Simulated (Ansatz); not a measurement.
# TiAl3: what symmetry allows forces and stress to be

```
Ti Al
1.0
    -1.99414    1.99414    4.40245
     1.99414   -1.99414    4.40245
     1.99414    1.99414   -4.40245
Ti Al
1 3
Direct
  0.96462 0.96462 0.00000
  0.47771 0.47771 0.00000
  0.77883 0.27883 0.50000
  0.27883 0.77883 0.50000
```

Computed with DFT PBE, scalar-relativistic, plane waves, PAW (Ansatz 0.2.0).

Plane waves to 420 eV, a k mesh through Γ of 14×14×14 on the computed 4-atom cell and Gaussian smearing (0.10 eV); no spin polarisation.

This distorted cell has space group I4mm, with 8 operations.

Problem. Without a calculation: in which directions can each atom feel a force?

Solution. A force must be left unchanged by every operation that keeps its atom in place, so it lies in the space that those operations leave fixed. Atoms that the group maps onto each other feel forces of one size.
| atom | site symmetry | operations at the site | equivalent to atom | allowed force (Cartesian) |
| --- | --- | --- | --- | --- |
| Ti1 | 4mm | 8 | 1 | along (0.00, 0.00, 1.00) |
| Al2 | 4mm | 8 | 2 | along (0.00, 0.00, 1.00) |
| Al3 | 2mm. | 4 | 3 | along (0.00, 0.00, 1.00) |
| Al4 | 2mm. | 4 | 3 | along (0.00, 0.00, 1.00) |

That leaves 3 independent force components of 12, tied by 1 condition that the forces sum to zero, so 2 remain. A relaxation in this cell that keeps the symmetry moves the atoms in these directions alone.

Problem. And the stress tensor?

Solution. It must be invariant under the point group, which leaves 2 independent components: yz, xz, xy vanish; xx = yy.

Problem. Do the computed values obey this?

Solution. Yes. Forces (eV/Å):
```
Ti1  0.000  0.000  3.453
Al2  0.000  0.000  1.562
Al3  0.000  0.000 -2.508
Al4  0.000  0.000 -2.508
```

Stress (GPa, compression positive, xx yy zz yz xz xy): -0.82 -0.82 5.48 0.00 0.00 0.00. The program imposes the same operations on density, forces and stress, so this confirms the analysis and is no independent test of the calculation.